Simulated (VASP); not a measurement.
MnO:

```
Mn O
1.0
     0.00000    2.22200    2.22200
     2.22200    0.00000    2.22200
     2.22200    2.22200    0.00000
Mn O
1 1
Direct
  0.00000 0.00000 0.00000
  0.50000 0.50000 0.50000
```

Base run:

- Program: VASP 6.6.1
- Functional: r2SCAN
- Potentials or basis: VASP PAW PBE potentials, release 64 (Mn_pv, O)
- Cutoff: 520 eV
- k mesh: 7 × 7 × 7
- Occupations: fermi-dirac, width 0.05 eV
- Spin: collinear spin, ferromagnetic start
- Starting moments: [4.0, 0.0] μB
- Hubbard terms: Mn d U = 6 eV

Its results: band gap on the k mesh 1.33 eV, indirect (least direct gap 3.24 eV); pressure 4.8 GPa; net moment 5.00 μB per cell; site moments Mn +4.71; O +0.12 μB.

Question: After a change of settings the same cell gave: band gap on the k mesh 0.52 eV, indirect (least direct gap 3.19 eV); pressure 2.4 GPa; net moment 5.00 μB per cell; site moments Mn +4.61; O +0.19 μB. Which change was it?
A. hubbard terms from Mn d U = 6 eV to Mn d U = 5 eV
B. hubbard terms from Mn d U = 6 eV to Mn d U = 2 eV
C. hubbard terms from Mn d U = 6 eV to none

Answer: B.

Caveats: the PAW data sets were made with another functional, which shifts forces and pressure a little; an odd mesh through Γ misses points on the zone boundary, where band edges often lie; a cell with one magnetic atom can't hold antiferromagnetic order, which such compounds often take.

Not every run made on this cell is shown here.
